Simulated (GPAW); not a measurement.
# Zn (Fm-3m) in GPAW: notebook

The runs below take Zn through single point, with PBE, LDA.

Program: GPAW 26.7.0. These are calculated values, not measurements. Logs are shortened: lines on timing, memory, paths and dates and some standing lists are left out, and cuts for length are marked. The log counts tension as positive stress, the text compression.

### 1 The crystal as given

It takes space group Fm-3m (No. 225, cubic). Conventional cell: a = 3.930 Å, b = 3.930 Å, c = 3.930 Å, α = 90.00°, β = 90.00°, γ = 90.00°. Around Zn (site symmetry m-3m) lie 12 Zn at 2.78 Å.

This isn't the form of Zn at room conditions, which is hcp.

### 2 Single point, PBE

The input, run.py:

```python
from ase.dft.bandgap import bandgap
from ase.io import read, write
from ase.units import GPa
from gpaw import GPAW, PW

atoms = read('POSCAR')

calc = GPAW(mode=PW(450),
            xc='PBE',
            kpts={'size': (9, 9, 9), 'gamma': True},
            occupations={'name': 'fermi-dirac', 'width': 0.05},
            nbands=13,
            maxiter=120,
            txt='gpaw.txt')
atoms.calc = calc
energy = atoms.get_potential_energy()
forces = atoms.get_forces()
stress = atoms.get_stress()
calc.write('gs.gpw')
write('result.traj', atoms)
print(f'Energy: {energy:.6f} eV')
print('Forces (eV/A):')
print(forces.round(4))
print('Stress (GPa):', (stress / GPa).round(3))
print('Fermi level:', round(calc.get_fermi_level(), 4), 'eV')
print(f'Gap: {bandgap(calc)[0]:.4f} eV, direct: {bandgap(calc, direct=True)[0]:.4f} eV')
```

The input, POSCAR:

```
Zn
1.0
    0.0000000000      1.9647760000      1.9647760000
    1.9647760000      0.0000000000      1.9647760000
    1.9647760000      1.9647760000      0.0000000000
Zn
1
Direct
    0.0000000000      0.0000000000      0.0000000000
```

Potentials or basis: GPAW PAW data sets (gpaw-data 1.2.1), pw.

Launch:

```
> OMP_NUM_THREADS=1 python run.py
```

gpaw.txt:

```text
__  _  _
 | _ |_)|_||  |
 |__||  | ||/\| - 26.7.0

Input parameters:
  mode=PW(ecut=450.00000000000006),
  kpts=MonkhorstPack(size=(9, 9, 9), gamma=True),
  maxiter=120,
  nbands=13,
  occupations=Occupations(name='fermi-dirac', width=0.05),
  xc=XC(name='PBE')

Diagonalizing LCAO Hamiltonian
Converting LCAO to pw mode

       Zn

Atoms  # Å, Bohr magnetons
|   | symbol |        x |        y |        z |    initial magnetic moments |
|---|--------|----------|----------|----------|-----------------------------|
| 0 |     Zn | 0.000000 | 0.000000 | 0.000000 | ( 0.0000,  0.0000,  0.0000) |

Unit cell  # Å
| periodic |        x |        y |        z |  lengths |    angles |
|----------|----------|----------|----------|----------|-----------|
|      yes | 0.000000 | 1.964776 | 1.964776 | 2.778613 | 60.000000 |
|      yes | 1.964776 | 0.000000 | 1.964776 | 2.778613 | 60.000000 |
|      yes | 1.964776 | 1.964776 | 0.000000 | 2.778613 | 60.000000 |

Number of symmetries: 48
Symmetry operations  # r_c * U_cc + t_c -> r_c
|    | kind |            matrix            |
|----|------|------------------------------|
|  0 |  σ   |  1, 0, 0,  1, 0,-1,  1,-1, 0 |
|  1 |  C2  |  1, 0, 0,  1,-1, 0,  1, 0,-1 |
|  2 |  E   |  1, 0, 0,  0, 1, 0,  0, 0, 1 |
|  3 |  σ   |  1, 0, 0,  0, 0, 1,  0, 1, 0 |
|  4 |  C4  |  1, 0,-1,  1, 0, 0,  1,-1, 0 |
|  5 |  S6  |  1, 0,-1,  1,-1, 0,  1, 0, 0 |
|  6 |  σ   |  1, 0,-1,  0, 1,-1,  0, 0,-1 |
|  7 |  C3  |  1, 0,-1,  0, 0,-1,  0, 1,-1 |
|  8 |  S6  |  1,-1, 0,  1, 0, 0,  1, 0,-1 |
|  9 |  C4  |  1,-1, 0,  1, 0,-1,  1, 0, 0 |
| 10 |  C3  |  1,-1, 0,  0,-1, 1,  0,-1, 0 |
| 11 |  σ   |  1,-1, 0,  0,-1, 0,  0,-1, 1 |
| 12 |  σ   |  0, 1, 0,  1, 0, 0,  0, 0, 1 |
| 13 |  C4  |  0, 1, 0,  0, 1,-1, -1, 1, 0 |
| 14 |  C3  |  0, 1, 0,  0, 0, 1,  1, 0, 0 |
| 15 |  S6  |  0, 1, 0, -1, 1, 0,  0, 1,-1 |
| 16 |  C2  |  0, 1,-1,  1, 0,-1,  0, 0,-1 |
| 17 |  σ   |  0, 1,-1,  0, 1, 0, -1, 1, 0 |
| 18 |  S4  |  0, 1,-1,  0, 0,-1,  1, 0,-1 |
| 19 |  C4  |  0, 1,-1, -1, 1, 0,  0, 1, 0 |
| 20 |  C3  |  0, 0, 1,  1, 0, 0,  0, 1, 0 |
| 21 |  σ   |  0, 0, 1,  0, 1, 0,  1, 0, 0 |
| 22 |  S6  |  0, 0, 1,  0,-1, 1, -1, 0, 1 |
| 23 |  C4  |  0, 0, 1, -1, 0, 1,  0,-1, 1 |
| 24 |  S4  |  0, 0,-1,  1, 0,-1,  0, 1,-1 |
| 25 |  C3  |  0, 0,-1,  0, 1,-1,  1, 0,-1 |
| 26 |  C2  |  0, 0,-1,  0,-1, 0, -1, 0, 0 |
| 27 |  S6  |  0, 0,-1, -1, 0, 0,  0,-1, 0 |
| 28 |  S4  |  0,-1, 1,  1,-1, 0,  0,-1, 0 |
| 29 |  C4  |  0,-1, 1,  0, 0, 1, -1, 0, 1 |
| 30 |  C2  |  0,-1, 1,  0,-1, 0,  1,-1, 0 |
| 31 |  σ   |  0,-1, 1, -1, 0, 1,  0, 0, 1 |
| 32 |  C3  |  0,-1, 0,  1,-1, 0,  0,-1, 1 |
| 33 |  S6  |  0,-1, 0,  0, 0,-1, -1, 0, 0 |
| 34 |  S4  |  0,-1, 0,  0,-1, 1,  1,-1, 0 |
| 35 |  C2  |  0,-1, 0, -1, 0, 0,  0, 0,-1 |
| 36 |  C2  | -1, 1, 0,  0, 1, 0,  0, 1,-1 |
| 37 |  S6  | -1, 1, 0,  0, 1,-1,  0, 1, 0 |
| 38 |  S4  | -1, 1, 0, -1, 0, 1, -1, 0, 0 |
| 39 |  C3  | -1, 1, 0, -1, 0, 0, -1, 0, 1 |
| 40 |  S6  | -1, 0, 1,  0, 0, 1,  0,-1, 1 |
| 41 |  C2  | -1, 0, 1,  0,-1, 1,  0, 0, 1 |
| 42 |  C3  | -1, 0, 1, -1, 1, 0, -1, 0, 0 |
| 43 |  S4  | -1, 0, 1, -1, 0, 0, -1, 1, 0 |
| 44 |  C2  | -1, 0, 0,  0, 0,-1,  0,-1, 0 |
| 45 |  i   | -1, 0, 0,  0,-1, 0,  0, 0,-1 |
| 46 |  σ   | -1, 0, 0, -1, 1, 0, -1, 0, 1 |
| 47 |  C2  | -1, 0, 0, -1, 0, 1, -1, 1, 0 |

BZ-sampling:
  Number of BZ points: 729
  Number of IBZ points: 35

  Monkhorst-Pack size: [9, 9, 9]
  Monkhorst-Pack shift: [0, 0, 0]

K-points  # in reciprocal-cell coordinates
|     |                                coordinates |     weight |
|-----|--------------------------------------------|------------|
|   0 | (  0.00000000,   0.00000000,   0.00000000) | 0.00137174 |
|   1 | (  0.11111111,   0.11111111,   0.00000000) | 0.00823045 |
|   2 | (  0.11111111,   0.11111111,   0.11111111) | 0.01097394 |
|   3 | (  0.22222222,   0.11111111,   0.11111111) | 0.01646091 |
|   4 | (  0.22222222,   0.22222222,   0.00000000) | 0.00823045 |
|   5 | (  0.22222222,   0.22222222,   0.11111111) | 0.03292181 |
|   6 | (  0.22222222,   0.22222222,   0.22222222) | 0.01097394 |
|   7 | (  0.33333333,   0.22222222,   0.11111111) | 0.03292181 |
|   8 | (  0.33333333,   0.22222222,   0.22222222) | 0.03292181 |
|   9 | (  0.33333333,   0.33333333,  -0.33333333) | 0.01646091 |
| ... |                                            |            |
|  34 | (  0.44444444,   0.44444444,   0.44444444) | 0.01097394 |

Plane wave coefficients: 335
Cutoff: 450.00000000000006 eV

Spin-components: 1 (collinear spins)
Bands:           13
Projectors:      6
Spin-degeneracy: 2
Datatype:        complex128

Parallelization:
  kpt:    1
  domain: 1
  band:   1

Density:
  Valence electrons: 12.0
  Components: 1
  Grid points: [14 14 14]
  Charge: 0.0  # |e|

Potential:
  Grid points: [14 14 14]

species:
  Zn:
    name:    Zinc
    Z:       30.0
    valence: 12
    core:    18
    charge:  0.0  # [|e|]
    compensation charges:
      type: gauss
      rc: 0.37  # [Å]
      lmax: 2
    cutoffs:
      filter: 2.14  # [Å]
      core: 2.28  # [Å]
    projectors
    | kind |    occ | energy [eV] | rcut [Å] |
    |------|--------|-------------|----------|
    |   4s |  2.000 |      -5.977 |    1.286 |
    |   4p |  0.000 |      -1.117 |    1.270 |
    |   3d | 10.000 |     -10.142 |    1.180 |
    |    s |        |      21.234 |    1.286 |
    |    p |        |      26.095 |    1.270 |
    |    d |        |      17.070 |    1.180 |

    Using partial waves for Zn as LCAO basis

Reference energy: -48861.326653  # eV

eigensolver:
  PPCG
  Converge bands: occupied
  niter=2

density mixing:
  MSR1-Mixer
  Pratt-step length: 0.05
  Maximum mixing coefficient: 0.75
  Old densities: 10
  SVD Regularization: 0.005
  Good broyden scale: 1.0
  Trust region scale: 1.0
  Backstep threshold: 4.0
  History deletion threshold: 6.0
  Fourier metric: weight=20.0, sigma=0.015

occupation numbers:
  Fermi-Dirac:
    width: 0.0500  # eV

poisson solver:
  ecut: 3600.0000000000005  # eV

xc functional:
  name: PBE with 2 nearest neighbor stencil

convergence criteria:
- Maximum [total energy] change in last 3 cyles: 0.0005 eV / valence electron
- Maximum integral of absolute [dens]ity change: 0.0001 electrons / valence electron
- Maximum integral of absolute [eigenst]ate change: 4e-08 eV^2 / valence electron
maximum number of iterations: 120

SCF iterations
|iter     | |      energy | eigst |  dens |
|---------|-|-------------|-------|-------|
|iter:   1| |   -1.221083 | -0.27 |       |
|iter:   2| |   -1.197277 | -3.13 | -1.42 |
|iter:   3| |   -1.141697 | -2.01 | -1.46 |
|iter:   4| |   -1.143618 | -3.58 | -1.91 |
|iter:   5| |   -1.144005c| -3.46 | -2.26 |
|iter:   6| |   -1.144027c| -5.60 | -3.78 |
|iter:   7| |   -1.144031c| -6.01 | -3.82 |
|iter:   8| |   -1.144031c| -8.33c| -4.82c|

Converged in 8 steps
Energy contributions relative to reference atoms: (reference = -48861.326653)

Energy contributions:
  Kinetic:          -1.031119
  Coulomb:           2.648084
  Zero:             -0.019894
  External:          0.000000
  Xc:               -2.739737
  Entropy:          -0.002729
  Spinorbit:         0.000000
  ----------------------------
  Free energy:      -1.145396
  Extrapolated:     -1.144031

dipole moment: (-7.552292, -7.552292, -7.552292)  # |e|*Ang

Fermi level: 6.545
Eigenvalues  # (at kpt = [0.000, 0.000, 0.000])
| band index |      eig [eV] | occ [0-2] |
|------------|---------------|-----------|
|          0 |        -3.700 |     2.000 |
|          1 |        -0.932 |     2.000 |
|          2 |        -0.932 |     2.000 |
|          3 |        -0.932 |     2.000 |
|          4 |        -0.555 |     2.000 |
|          5 |        -0.555 |     2.000 |
|          6 |        24.874 |     0.000 |
|          7 |        24.874 |     0.000 |
|          8 |        24.874 |     0.000 |
|          9 |        25.303 |     0.000 |
|         10 |        27.426 |     0.000 |
|         11 |        27.426 |     0.000 |
|         12 |        27.426 |     0.000 |

No gap
No difference between direct/indirect transitions

Forces  # eV/Ang
|        x |        y |       z |
|----------|----------|---------|
| -0.00000 | -0.00000 | 0.00000 |  # Zn   0

Stress tensor  # eV/Ang^3
|        x |        y |        z |
|----------|----------|----------|
| 0.007338 | 0.000000 | 0.000000 |
| 0.000000 | 0.007338 | 0.000000 |
| 0.000000 | 0.000000 | 0.007338 |

# Writing to gs.gpw (mode='')
```

Wall time 4.5 s (1 thread of Arm Neoverse V1, shared host); peak memory 0.12 GiB.

Results:

- Free energy: -1.1454 eV
- Pressure: -1.2 GPa
- Band gap on the k mesh: none (metal or under the smearing width)

Caveat: the cutoff is short for stress and forces, so pressures can be off by a GPa or more.

### 3 Single point, LDA

run.py: that of step 2 with these lines changed.

```diff
@@ -7,4 +7,4 @@
 
-calc = GPAW(mode=PW(450),
-            xc='PBE',
+calc = GPAW(mode=PW(500),
+            xc='LDA',
             kpts={'size': (9, 9, 9), 'gamma': True},
```

POSCAR is that of step 2.

Potentials or basis: the program's PAW data sets (release 1.2.1) made for this functional, pw.

Launch:

```
> OMP_NUM_THREADS=1 python run.py
```

gpaw.txt:

```text
__  _  _
 | _ |_)|_||  |
 |__||  | ||/\| - 26.7.0

Input parameters:
  mode=PW(ecut=500.0),
  kpts=MonkhorstPack(size=(9, 9, 9), gamma=True),
  maxiter=120,
  nbands=13,
  occupations=Occupations(name='fermi-dirac', width=0.05),
  xc=XC(name='LDA')

Diagonalizing LCAO Hamiltonian
Converting LCAO to pw mode

       Zn

Atoms  # Å, Bohr magnetons
|   | symbol |        x |        y |        z |    initial magnetic moments |
|---|--------|----------|----------|----------|-----------------------------|
| 0 |     Zn | 0.000000 | 0.000000 | 0.000000 | ( 0.0000,  0.0000,  0.0000) |

Unit cell  # Å
| periodic |        x |        y |        z |  lengths |    angles |
|----------|----------|----------|----------|----------|-----------|
|      yes | 0.000000 | 1.964776 | 1.964776 | 2.778613 | 60.000000 |
|      yes | 1.964776 | 0.000000 | 1.964776 | 2.778613 | 60.000000 |
|      yes | 1.964776 | 1.964776 | 0.000000 | 2.778613 | 60.000000 |

Number of symmetries: 48
Symmetry operations  # r_c * U_cc + t_c -> r_c
|    | kind |            matrix            |
|----|------|------------------------------|
|  0 |  σ   |  1, 0, 0,  1, 0,-1,  1,-1, 0 |
|  1 |  C2  |  1, 0, 0,  1,-1, 0,  1, 0,-1 |
|  2 |  E   |  1, 0, 0,  0, 1, 0,  0, 0, 1 |
|  3 |  σ   |  1, 0, 0,  0, 0, 1,  0, 1, 0 |
|  4 |  C4  |  1, 0,-1,  1, 0, 0,  1,-1, 0 |
|  5 |  S6  |  1, 0,-1,  1,-1, 0,  1, 0, 0 |
|  6 |  σ   |  1, 0,-1,  0, 1,-1,  0, 0,-1 |
|  7 |  C3  |  1, 0,-1,  0, 0,-1,  0, 1,-1 |
|  8 |  S6  |  1,-1, 0,  1, 0, 0,  1, 0,-1 |
|  9 |  C4  |  1,-1, 0,  1, 0,-1,  1, 0, 0 |
| 10 |  C3  |  1,-1, 0,  0,-1, 1,  0,-1, 0 |
| 11 |  σ   |  1,-1, 0,  0,-1, 0,  0,-1, 1 |
| 12 |  σ   |  0, 1, 0,  1, 0, 0,  0, 0, 1 |
| 13 |  C4  |  0, 1, 0,  0, 1,-1, -1, 1, 0 |
| 14 |  C3  |  0, 1, 0,  0, 0, 1,  1, 0, 0 |
| 15 |  S6  |  0, 1, 0, -1, 1, 0,  0, 1,-1 |
| 16 |  C2  |  0, 1,-1,  1, 0,-1,  0, 0,-1 |
| 17 |  σ   |  0, 1,-1,  0, 1, 0, -1, 1, 0 |
| 18 |  S4  |  0, 1,-1,  0, 0,-1,  1, 0,-1 |
| 19 |  C4  |  0, 1,-1, -1, 1, 0,  0, 1, 0 |
| 20 |  C3  |  0, 0, 1,  1, 0, 0,  0, 1, 0 |
| 21 |  σ   |  0, 0, 1,  0, 1, 0,  1, 0, 0 |
| 22 |  S6  |  0, 0, 1,  0,-1, 1, -1, 0, 1 |
| 23 |  C4  |  0, 0, 1, -1, 0, 1,  0,-1, 1 |
| 24 |  S4  |  0, 0,-1,  1, 0,-1,  0, 1,-1 |
| 25 |  C3  |  0, 0,-1,  0, 1,-1,  1, 0,-1 |
| 26 |  C2  |  0, 0,-1,  0,-1, 0, -1, 0, 0 |
| 27 |  S6  |  0, 0,-1, -1, 0, 0,  0,-1, 0 |
| 28 |  S4  |  0,-1, 1,  1,-1, 0,  0,-1, 0 |
| 29 |  C4  |  0,-1, 1,  0, 0, 1, -1, 0, 1 |
| 30 |  C2  |  0,-1, 1,  0,-1, 0,  1,-1, 0 |
| 31 |  σ   |  0,-1, 1, -1, 0, 1,  0, 0, 1 |
| 32 |  C3  |  0,-1, 0,  1,-1, 0,  0,-1, 1 |
| 33 |  S6  |  0,-1, 0,  0, 0,-1, -1, 0, 0 |
| 34 |  S4  |  0,-1, 0,  0,-1, 1,  1,-1, 0 |
| 35 |  C2  |  0,-1, 0, -1, 0, 0,  0, 0,-1 |
| 36 |  C2  | -1, 1, 0,  0, 1, 0,  0, 1,-1 |
| 37 |  S6  | -1, 1, 0,  0, 1,-1,  0, 1, 0 |
| 38 |  S4  | -1, 1, 0, -1, 0, 1, -1, 0, 0 |
| 39 |  C3  | -1, 1, 0, -1, 0, 0, -1, 0, 1 |
| 40 |  S6  | -1, 0, 1,  0, 0, 1,  0,-1, 1 |
| 41 |  C2  | -1, 0, 1,  0,-1, 1,  0, 0, 1 |
| 42 |  C3  | -1, 0, 1, -1, 1, 0, -1, 0, 0 |
| 43 |  S4  | -1, 0, 1, -1, 0, 0, -1, 1, 0 |
| 44 |  C2  | -1, 0, 0,  0, 0,-1,  0,-1, 0 |
| 45 |  i   | -1, 0, 0,  0,-1, 0,  0, 0,-1 |
| 46 |  σ   | -1, 0, 0, -1, 1, 0, -1, 0, 1 |
| 47 |  C2  | -1, 0, 0, -1, 0, 1, -1, 1, 0 |

BZ-sampling:
  Number of BZ points: 729
  Number of IBZ points: 35

  Monkhorst-Pack size: [9, 9, 9]
  Monkhorst-Pack shift: [0, 0, 0]

K-points  # in reciprocal-cell coordinates
|     |                                coordinates |     weight |
|-----|--------------------------------------------|------------|
|   0 | (  0.00000000,   0.00000000,   0.00000000) | 0.00137174 |
|   1 | (  0.11111111,   0.11111111,   0.00000000) | 0.00823045 |
|   2 | (  0.11111111,   0.11111111,   0.11111111) | 0.01097394 |
|   3 | (  0.22222222,   0.11111111,   0.11111111) | 0.01646091 |
|   4 | (  0.22222222,   0.22222222,   0.00000000) | 0.00823045 |
|   5 | (  0.22222222,   0.22222222,   0.11111111) | 0.03292181 |
|   6 | (  0.22222222,   0.22222222,   0.22222222) | 0.01097394 |
|   7 | (  0.33333333,   0.22222222,   0.11111111) | 0.03292181 |
|   8 | (  0.33333333,   0.22222222,   0.22222222) | 0.03292181 |
|   9 | (  0.33333333,   0.33333333,  -0.33333333) | 0.01646091 |
| ... |                                            |            |
|  34 | (  0.44444444,   0.44444444,   0.44444444) | 0.01097394 |

Plane wave coefficients: 392
Cutoff: 500.0 eV

Spin-components: 1 (collinear spins)
Bands:           13
Projectors:      6
Spin-degeneracy: 2
Datatype:        complex128

Parallelization:
  kpt:    1
  domain: 1
  band:   1

Density:
  Valence electrons: 12.0
  Components: 1
  Grid points: [15 15 15]
  Charge: 0.0  # |e|

Potential:
  Grid points: [15 15 15]

species:
  Zn:
    name:    Zinc
    Z:       30.0
    valence: 12
    core:    18
    charge:  0.0  # [|e|]
    compensation charges:
      type: gauss
      rc: 0.37  # [Å]
      lmax: 2
    cutoffs:
      filter: 2.14  # [Å]
      core: 2.28  # [Å]
    projectors
    | kind |    occ | energy [eV] | rcut [Å] |
    |------|--------|-------------|----------|
    |   4s |  2.000 |      -6.218 |    1.286 |
    |   4p |  0.000 |      -1.230 |    1.270 |
    |   3d | 10.000 |     -10.426 |    1.180 |
    |    s |        |      20.994 |    1.286 |
    |    p |        |      25.981 |    1.270 |
    |    d |        |      16.786 |    1.180 |

    Using partial waves for Zn as LCAO basis

Reference energy: -48787.901704  # eV

eigensolver:
  PPCG
  Converge bands: occupied
  niter=2

density mixing:
  MSR1-Mixer
  Pratt-step length: 0.05
  Maximum mixing coefficient: 0.75
  Old densities: 10
  SVD Regularization: 0.005
  Good broyden scale: 1.0
  Trust region scale: 1.0
  Backstep threshold: 4.0
  History deletion threshold: 6.0
  Fourier metric: weight=20.0, sigma=0.015

occupation numbers:
  Fermi-Dirac:
    width: 0.0500  # eV

poisson solver:
  ecut: 4000.0  # eV

xc functional:
  name: None

convergence criteria:
- Maximum [total energy] change in last 3 cyles: 0.0005 eV / valence electron
- Maximum integral of absolute [dens]ity change: 0.0001 electrons / valence electron
- Maximum integral of absolute [eigenst]ate change: 4e-08 eV^2 / valence electron
maximum number of iterations: 120

SCF iterations
|iter     | |      energy | eigst |  dens |
|---------|-|-------------|-------|-------|
|iter:   1| |   -1.974133 | -0.25 |       |
|iter:   2| |   -1.945568 | -3.14 | -1.41 |
|iter:   3| |   -1.874289 | -2.00 | -1.46 |
|iter:   4| |   -1.873852 | -3.89 | -1.93 |
|iter:   5| |   -1.873694c| -3.79 | -2.26 |
|iter:   6| |   -1.873704c| -6.08 | -3.87 |
|iter:   7| |   -1.873705c| -6.56 | -3.93 |
|iter:   8| |   -1.873705c| -8.70c| -4.85c|

Converged in 8 steps
Energy contributions relative to reference atoms: (reference = -48787.901704)

Energy contributions:
  Kinetic:          -3.041109
  Coulomb:           4.389297
  Zero:             -0.024451
  External:          0.000000
  Xc:               -3.196054
  Entropy:          -0.002775
  Spinorbit:         0.000000
  ----------------------------
  Free energy:      -1.875092
  Extrapolated:     -1.873705

dipole moment: (-7.601724, -7.601724, -7.601724)  # |e|*Ang

Fermi level: 6.102
Eigenvalues  # (at kpt = [0.000, 0.000, 0.000])
| band index |      eig [eV] | occ [0-2] |
|------------|---------------|-----------|
|          0 |        -4.112 |     2.000 |
|          1 |        -1.392 |     2.000 |
|          2 |        -1.392 |     2.000 |
|          3 |        -1.392 |     2.000 |
|          4 |        -1.011 |     2.000 |
|          5 |        -1.011 |     2.000 |
|          6 |        24.309 |     0.000 |
|          7 |        24.309 |     0.000 |
|          8 |        24.309 |     0.000 |
|          9 |        25.059 |     0.000 |
|         10 |        27.044 |     0.000 |
|         11 |        27.044 |     0.000 |
|         12 |        27.044 |     0.000 |

No gap
No difference between direct/indirect transitions

Forces  # eV/Ang
|        x |       y |        z |
|----------|---------|----------|
| -0.00000 | 0.00000 | -0.00000 |  # Zn   0

Stress tensor  # eV/Ang^3
|         x |         y |         z |
|-----------|-----------|-----------|
|  0.055867 |  0.000000 | -0.000000 |
|  0.000000 |  0.055867 | -0.000000 |
| -0.000000 | -0.000000 |  0.055867 |

# Writing to gs.gpw (mode='')
```

It took 3.5 s on 1 thread of Arm Neoverse V2, shared host; peak memory 0.14 GiB.

What came out:

- Free energy: -1.8751 eV
- Pressure: -9.0 GPa
- Band gap on the k mesh: none (metal or under the smearing width)

Levels at points of the mesh, in eV from the Fermi level:
```csv
k point,band 4,band 5,band 6,band 7,band 8,band 9
"(0.00, 0.00, 0.00)",-7.49,-7.11,-7.11,18.21,18.21,18.21
```

Caveat: the cutoff is short for stress and forces, so pressures can be off by a GPa or more.
